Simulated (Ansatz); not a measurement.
SiO₂: electrons, doping and thermopower

Plane-wave DFT in Ansatz, LDA, scalar-relativistic PAW potentials, cutoff 420 eV, no spin-orbit coupling; no spin polarisation. SiO₂ in space group P6_422, which needn't be the usual phase of this composition. Boltzmann transport at 300 K in rigid bands with one relaxation time, bands interpolated from the k mesh 6×6×4; values are means over x, y, z.

| electrons (cm⁻³) | size of S (μV/K) | σ/τ (Ω⁻¹ m⁻¹ s⁻¹) |
| --- | --- | --- |
| 10^18 | 412.6 | 5.22e+16 |
| 10^19 | ? | 5.2e+17 |
| 10^20 | 72.7 | 5.06e+18 |
| 10^21 | 17.1 | 4.4e+19 |

Take the lowest doping as non-degenerate: get the effective density of states and the masses, and predict the missing S.

For parabolic bands and one τ, |S| = (k_B/e)(5/2 − η) with k_B/e = 86.17 μV/K and n = N e^η. The first row gives η = -2.29, N = 0.99×10¹⁹ cm⁻³ and, from N = 2.509×10¹⁹ cm⁻³ × m_d^(3/2), a density-of-states mass of 0.54 mₑ (all valleys and bands together). σ/τ = ne²/m_c gives a conductivity mass of 0.54 mₑ, close to m_d, as for one nearly isotropic valley. A decade of doping costs (k_B/e) ln 10 = 198.4 μV/K, which predicts 214 μV/K; the run gave 221.1. There η would be 0.0, where Fermi statistics set in and S falls more slowly. At 10^21 cm⁻³ the rule would give -183 μV/K against 17.1: the gas is degenerate there. Scattering that depends on energy changes the 5/2, and whether such doping can be reached wasn't computed.

Cost: about 36 core-minutes for the runs cited, on Oxide Virtual Turin-like Processor (Zen 5) (shared hosts).